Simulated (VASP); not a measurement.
# Te2Mo in VASP: notebook, part 2 of 2

VASP 6.6.1. Earlier steps stand in the parts before.

### Step 3. Relaxation of cell and atoms, PBE+D3(BJ)

This run uses another cell than the first one, of 42.38 Å³/atom, 1.012 times its volume.

INCAR

```
SYSTEM = Te2Mo
PREC = Accurate
ENCUT = 600
EDIFF = 1E-6
ISMEAR = 0
SIGMA = 0.03
LREAL = .False.
LASPH = .True.
NELM = 80
ALGO = Normal
ISIF = 3
LWAVE = .False.
LCHARG = .False.
GGA = PE
IVDW = 12
IBRION = 2
NSW = 90
EDIFFG = -0.01
LATTICE_CONSTRAINTS = .TRUE. .TRUE. .FALSE.
KPAR = 4
```

KPOINTS

```
Automatic mesh
0
Gamma
  12 12 1
  0 0 0
```

POSCAR

```
Te2Mo
1.0
    3.5182000000      0.0000000000      0.0000000000
   -1.7591000000      3.0468505800      0.0000000000
    0.0000000000      0.0000000000     35.5787888000
Te Mo
6 3
Direct
    0.3333333300      0.6666666700      0.2529597100
    0.3333333300      0.6666666700      0.3542894300
    0.6666666700      0.3333333300      0.4493351400
    0.6666666700      0.3333333300      0.5506648600
    0.3333333300      0.6666666700      0.6457105700
    0.3333333300      0.6666666700      0.7470402900
    0.6666666700      0.3333333300      0.3036245700
    0.3333333300      0.6666666700      0.5000000000
    0.6666666700      0.3333333300      0.6963754300
```

Potentials or basis: VASP PAW PBE potentials, release 64 (Te, Mo_sv).

Run with:

```console
$ cat potpaw_PBE.64/Te/POTCAR potpaw_PBE.64/Mo_sv/POTCAR > POTCAR
$ mpirun -np 4 vasp_std > vasp.out
```

OUTCAR:

```text
SYSTEM = Te2Mo
   PREC = Accurate
   ENCUT = 600
   EDIFF = 1E-6
   ISMEAR = 0
   LREAL = .False.
   LASPH = .True.
   NELM = 80
   ISIF = 3
   GGA = PE
   IVDW = 12
   IBRION = 2
   NSW = 90
   EDIFFG = -0.01
 IVDW          = 12

 ion  position               nearest neighbor table
   1  0.333  0.667  0.253-   7 2.72   7 2.72   7 2.72   2 3.61
   2  0.333  0.667  0.354-   7 2.72   7 2.72   7 2.72   1 3.61
   3  0.667  0.333  0.449-   8 2.72   8 2.72   8 2.72   4 3.61
   4  0.667  0.333  0.551-   8 2.72   8 2.72   8 2.72   3 3.61
   5  0.333  0.667  0.646-   9 2.72   9 2.72   9 2.72   6 3.61
   6  0.333  0.667  0.747-   9 2.72   9 2.72   9 2.72   5 3.61
   7  0.667  0.333  0.304-   1 2.72   2 2.72   1 2.72   2 2.72   1 2.72   2 2.72
   8  0.333  0.667  0.500-   3 2.72   4 2.72   3 2.72   4 2.72   3 2.72   4 2.72
   9  0.667  0.333  0.696-   6 2.72   5 2.72   6 2.72   5 2.72   6 2.72   5 2.72

  LATTYP: Found a hexagonal cell.
 ALAT       =     3.5182000000
 C/A-ratio  =    10.1127817634

  Lattice vectors:

 A1 = (   3.5182000000,   0.0000000000,   0.0000000000)
 A2 = (  -1.7591000000,   3.0468505800,   0.0000000000)
 A3 = (   0.0000000000,   0.0000000000,  35.5787888000)

Analysis of symmetry for initial positions (statically):
=====================================================================
 Subroutine PRICEL returns:
 Original cell was already a primitive cell.

 Routine SETGRP: Setting up the symmetry group for a
 hexagonal supercell.

 Subroutine GETGRP returns: Found 12 space group operations
 (whereof 12 operations were pure point group operations)
 out of a pool of 24 trial point group operations.

The static configuration has the point symmetry D_3h.

Analysis of symmetry for dynamics (positions and initial velocities):
=====================================================================
 Subroutine PRICEL returns:
 Original cell was already a primitive cell.

 Routine SETGRP: Setting up the symmetry group for a
 hexagonal supercell.

 Subroutine GETGRP returns: Found 12 space group operations
 (whereof 12 operations were pure point group operations)
 out of a pool of 24 trial point group operations.

The dynamic configuration has the point symmetry D_3h.

 Subroutine INISYM returns: Found 12 space group operations
[... 120 lines left out ...]
   ISMEAR =     0;   SIGMA  =   0.03  broadening in eV -4-tet -1-fermi 0-gaus
   EFERMI_NEDOS =   21; number of points for ismear=-14 and -15
   IALGO  =     38    algorithm
   IMIX   =      4    mixing-type and parameters
     AMIX     =   0.40;   BMIX     =  1.00
     AMIX_MAG =   1.60;   BMIX_MAG =  1.00
  volume/ion in A,a.u.               =      42.38       285.97
  Fermi-wavevector in a.u.,A,eV,Ry     =   0.964537  1.822710 12.657922  0.930331
  Thomas-Fermi vector in A             =   2.094176
   LORBIT       =      0    0 simple, 1 ext, 2 COOP (PROOUT), +10 PAW based schemes
   GGA     = PE    functional components
   LHFCALC =     F    Hartree Fock is set to
   AEXX    =    0.0000 exact exchange contribution
   IVDW    =    12    specifies the selected vdW correction
   LEPSILON=     F    determine dielectric tensor
   LRPA    =     F    only Hartree local field effects (RPA)
 conjugate gradient relaxation of ions
 non-spin polarized calculation
 Gauss-broadening in eV      SIGMA  =   0.03
  energy-cutoff  :      600.00
  volume of cell :      381.38
 maximum number of plane-waves:     12783
   NGX = 15   NGY = 15   NGZ =143

--------------------------------------- Ionic step        1  -------------------------------------------

 number of electron      78.0000000 magnetization

 Free energy of the ion-electron system (eV)
  ---------------------------------------------------
  ext. energy  EPLUGINS =         0.00000000
  ---------------------------------------------------
  free energy    TOTEN  =       -53.99972089 eV

  energy without entropy =      -53.99972089  energy(sigma->0) =      -53.99972089

------------------------ aborting loop because EDIFF is reached ----------------------------------------

 Edisp (eV)   -4.40199

 E8    (eV) :    -2.0659
[... 126 lines left out ...]
  FREE ENERGIE OF THE ION-ELECTRON SYSTEM (eV)
  ---------------------------------------------------
  free  energy   TOTEN  =       -58.4152776866 eV

  energy  without entropy=      -58.4152776866  energy(sigma->0) =      -58.41527769

[... ionic steps 4 to 26 ...]

--------------------------------------- Ionic step       27  -------------------------------------------

 number of electron      78.0000000 magnetization

------------------------ aborting loop because EDIFF is reached ----------------------------------------
[... 89 lines left out ...]
--------------------------------------- Ionic step       29  -------------------------------------------

 number of electron      78.0000000 magnetization

 Free energy of the ion-electron system (eV)
  ---------------------------------------------------
  ext. energy  EPLUGINS =         0.00000000
  ---------------------------------------------------
  free energy    TOTEN  =       -53.91560435 eV

  energy without entropy =      -53.91560435  energy(sigma->0) =      -53.91560435

 E-fermi :   3.3181     XC(G=0):  -6.4790

 val. band max:        3.0108539113   @ k =   0.0000   0.0000   0.0000
 cond. band min:       3.7779071272   @ k =   0.2500   0.1667   0.0000
 fundamental gap:      0.7670532158
 Fermi energy:         3.3180911344

 k-point     1 :       0.0000    0.0000    0.0000
  band No.  band energies     occupation
      1     -57.8308      2.00000
      2     -57.8290      2.00000
      3     -57.8290      2.00000
      4     -32.0076      2.00000
      5     -32.0076      2.00000
      6     -32.0072      2.00000
[... 960 lines left out ...]
  FREE ENERGIE OF THE ION-ELECTRON SYSTEM (eV)
  ---------------------------------------------------
  free  energy   TOTEN  =       -58.4284214200 eV

  energy  without entropy=      -58.4284214200  energy(sigma->0) =      -58.42842142

 reached required accuracy - stopping structural energy minimisation
```

Run time: 24 min. Hardware: 4 MPI ranks of Intel Xeon 6975P-C (Granite Rapids), shared host; peak memory 0.78 GiB.

What came out:

| Quantity | Value |
| --- | --- |
| Free energy | -58.4284 eV |
| Relaxed volume | 41.89 Å³/atom |
| Relaxed cell | a = 3.498 Å, b = 3.498 Å, c = 35.579 Å, α = 90.00°, β = 90.00°, γ = 120.00° |
| Space group after relaxing (to 0.05 Å) | P-6m2 (No. 187) |
| Energy gained by relaxing | 3.0 meV/atom |
| Ionic steps | 29 |
| Largest force after relaxing | 0.009 eV/Å |
| Band gap on the k mesh | 0.77 eV, indirect (least direct gap 1.12 eV) |
| Dispersion energy per atom | -0.501 eV |

Forces in eV/Å, atoms in the order of the input:
```
Te   0.000  0.000  0.003
Te   0.000  0.000  0.004
Te   0.000  0.000  0.003
Te   0.000  0.000 -0.003
Te   0.000  0.000 -0.004
Te   0.000  0.000 -0.003
Mo   0.000  0.000 -0.009
Mo   0.000  0.000  0.000
Mo   0.000  0.000  0.009
```

Step by step:
```tsv
step	energy change (eV)	largest force (eV/Å)	pressure (GPa)	volume (Å³)
1	0.0000	0.2043	-0.18	381.38
2	-0.0115	0.1547	0.05	377.84
3	-0.0136	0.1229	0.19	375.54
4	-0.0163	0.0813	-0.31	376.26
5	-0.0169	0.0287	-0.15	376.04
6	-0.0169	0.0282	-0.16	376.05
7	-0.0171	0.0292	-0.15	376.07
8	-0.0175	0.0478	-0.15	376.12
9	-0.0180	0.0849	-0.14	376.23
10	-0.0181	0.1017	-0.14	376.28
11	-0.0181	0.1016	-0.13	376.28
12	-0.0182	0.1002	-0.13	376.29
13	-0.0185	0.0976	-0.13	376.31
14	-0.0189	0.0925	-0.13	376.35
15	-0.0198	0.0857	-0.12	376.43
16	-0.0210	0.1143	-0.10	376.60
17	-0.0219	0.1714	-0.05	376.93
18	-0.0228	0.1549	-0.05	376.99
19	-0.0250	0.1063	-0.05	377.17
20	-0.0265	0.0200	-0.04	377.53
21	-0.0265	0.0252	-0.04	377.49
22	-0.0267	0.0229	0.01	377.09
23	-0.0267	0.0234	0.00	377.05
24	-0.0267	0.0234	0.03	376.96
25	-0.0267	0.0233	0.04	377.01
26	-0.0267	0.0232	0.03	377.03
27	-0.0267	0.0234	0.02	377.04
28	-0.0267	0.0109	0.00	377.01
29	-0.0267	0.0090	-0.02	376.97
```

Final structure:
```
Te Mo
1.0
     3.49779    0.00000    0.00000
    -1.74889    3.02917    0.00000
     0.00000    0.00000   35.57879
Te Mo
6 3
Direct
  0.33333 0.66667 0.25643
  0.33333 0.66667 0.35868
  0.66667 0.33333 0.44891
  0.66667 0.33333 0.55109
  0.33333 0.66667 0.64132
  0.33333 0.66667 0.74357
  0.66667 0.33333 0.30754
  0.33333 0.66667 0.50000
  0.66667 0.33333 0.69246
```

Levels at points of the mesh, in eV from the valence-band top:
```
           k point  band 37  band 38  band 39  band 40  band 41  band 42
(0.00, 0.00, 0.00)    -0.98    -0.07     0.00     2.90     2.90     2.96
(0.50, 0.00, 0.00)    -0.58    -0.42    -0.29     1.28     1.31     1.34
```

Caveat: spin-orbit coupling is left out, which moves the levels of the heavy elements. As with any semilocal functional, this PBE gap is likely too small.
